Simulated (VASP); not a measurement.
A run of VASP 6.6.1 is set up as follows.

File INCAR:

```
SYSTEM = Tm
PREC     = Accurate       ! precision mode
ENCUT    = 600            ! plane-wave cutoff, eV
EDIFF    = 1E-7           ! SCF threshold, eV
ISMEAR   = 0              ! smearing method
SIGMA    = 0.1            ! smearing width, eV
LREAL    = .FALSE.        ! projectors in reciprocal space
LASPH    = .TRUE.         ! aspherical terms in the spheres
NELM     = 120            ! most SCF steps
ALGO     = Fast           ! electronic algorithm
ISIF     = 2              ! what is computed and relaxed
LWAVE    = .FALSE.        ! write WAVECAR
LCHARG   = .TRUE.         ! write CHGCAR
ISPIN    = 2              ! spin polarisation
MAGMOM   = 2              ! initial moments
LORBIT   = 11             ! projections on sites
LMAXMIX  = 6              ! l up to which the mixer works
GGA      = RP             ! functional
LELF     = .TRUE.         ! ELF
LVHAR    = .TRUE.       
NBANDS   = 14             ! bands
```

The input KPOINTS:

```
Automatic mesh
0
G
  10 10 10
  0 0 0
```

Contents of POSCAR:

```
Tm
1.0
   -1.9705499473      1.9705499473      1.9705499473
    1.9705499473     -1.9705499473      1.9705499473
    1.9705499473      1.9705499473     -1.9705499473
Tm
1
Direct
    0.0000000000      0.0000000000      0.0000000000
```

Potentials or basis: VASP PAW PBE potentials, release 64 (Tm_3), 4f in core.

The run is started by

```bash
$ cat potpaw_PBE.64/Tm_3/POTCAR > POTCAR
$ mpirun -np 1 vasp_std > vasp.out
```

Q: Estimate the pressure.

A: 2.1 GPa.

Q: Predict the band gap on the k mesh.

A: None (metal or under the smearing width).

Q: Estimate the site moments.

A: Tm +0.28 μB.

Q: Predict the net moment.

A: 0.35 μB per cell.

Caveat: the magnetic or orbital state may not be the lowest; the PAW data sets were made with another functional, which shifts forces and pressure a little; spin-orbit coupling is left out, which moves the levels of the heavy elements; the 4f electrons are frozen in the core as for a trivalent ion, so they carry no moment and show no levels. The state reached can hang on the start; a lower one may exist.
